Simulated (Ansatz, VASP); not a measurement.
## MgO: VASP beside Ansatz

The input POSCAR:

```
MgO
1.0
    2.6233491278      0.0582383506      0.0000000000
    0.0582383506      2.6233491278      0.0000000000
    0.0000000000      0.0000000000      2.6233491278
Mg O
1 1
Direct
    0.0000000000      0.0000000000      0.0000000000
    0.5000000000      0.5000000000      0.5000000000
```

INCAR.step1

```
PREC     = Accurate       # precision mode
ENCUT    = 520            # plane-wave cutoff, eV
EDIFF    = 1E-5           # SCF threshold, eV
ISMEAR   = 0              # smearing method
SIGMA    = 0.01           # smearing width, eV
LREAL    = F              # projectors in reciprocal space
LASPH    = T              # aspherical terms in the spheres
NELM     = 100            # most SCF steps
ALGO     = Normal         # electronic algorithm
ISIF     = 2              # what is computed and relaxed
LWAVE    = T              # write WAVECAR
LCHARG   = F              # write CHGCAR
NBANDS   = 11             # bands
GGA      = PE             # functional
```

Contents of INCAR.step2:

```
PREC     = Accurate       # precision mode
ENCUT    = 520            # plane-wave cutoff, eV
EDIFF    = 1E-6           # SCF threshold, eV
ISMEAR   = 0              # smearing method
SIGMA    = 0.01           # smearing width, eV
LREAL    = F              # projectors in reciprocal space
LASPH    = T              # aspherical terms in the spheres
NELM     = 100            # most SCF steps
ALGO     = Normal         # electronic algorithm
ISIF     = 2              # what is computed and relaxed
LWAVE    = F              # write WAVECAR
LCHARG   = F              # write CHGCAR
GGA      = PE             # functional
LHFCALC  = T              # exact exchange
HFSCREEN = 0.2079         # screening, 1/A
PRECFOCK = Normal       
NBANDS   = 11             # bands
ISTART   = 1
```

File KPOINTS:

```
Automatic mesh
0
Gamma
  6 6 6
```

Input for Ansatz:

```yaml
crystal:
  lattice:
    - [2.6233491278, 0.0582383506, 0.0]
    - [0.0582383506, 2.6233491278, 0.0]
    - [0.0, 0.0, 2.6233491278]
  atoms:
    - { symbol: Mg, position: [0.0, 0.0, 0.0] }
    - { symbol: O, position: [0.5, 0.5, 0.5] }
kpoints:
  mp_grid: { grid: [6, 6, 6] }
  band_path:
    path: [[0.0, 0.0, 0.0], [0.0, 0.5, 0.0], [0.5, 0.5, 0.0], [0.5, 0.5, 0.5]]
    npoints: 1
hamiltonian:
  xc: hse06
scf:
  occupations: { method: fixed }
  n_extra_bands: 4
output:
  forces: true
  stress: true
  eigenvalues: true
```

Change from the starting cell: shear_xy strain +4.4%.

Alike in both runs: task single point; functional HSE06; k mesh 6 × 6 × 6; no spin polarisation.

```csv
,VASP,Ansatz
version,VASP 6.6.1,Ansatz 0.2.0
potentials or method,"VASP PAW PBE potentials, release 64 (Mg, O)","plane waves, PAW"
plane-wave cutoff (eV),520,420
occupations,"gaussian, width 0.01 eV",fixed
valence electrons in the cell,8,16
```

VASP gave:

- gap on the k mesh at the Fermi level (eV): 4.15
- pressure (GPa): -1.0
- largest component of the traceless stress (GPa): 2.71

Q: What did Ansatz give for the same quantities?

A: gap on the k mesh at the Fermi level (eV): 4.21; pressure (GPa): -0.5; largest component of the traceless stress (GPa): 2.74.

The two sets of potentials don't hold the same shells in valence. Ansatz warned: «stress_exchange_threshold_loose».

Caveats: the PAW data sets were made with another functional, which shifts forces and pressure a little (VASP). A k mesh can miss the band edges.
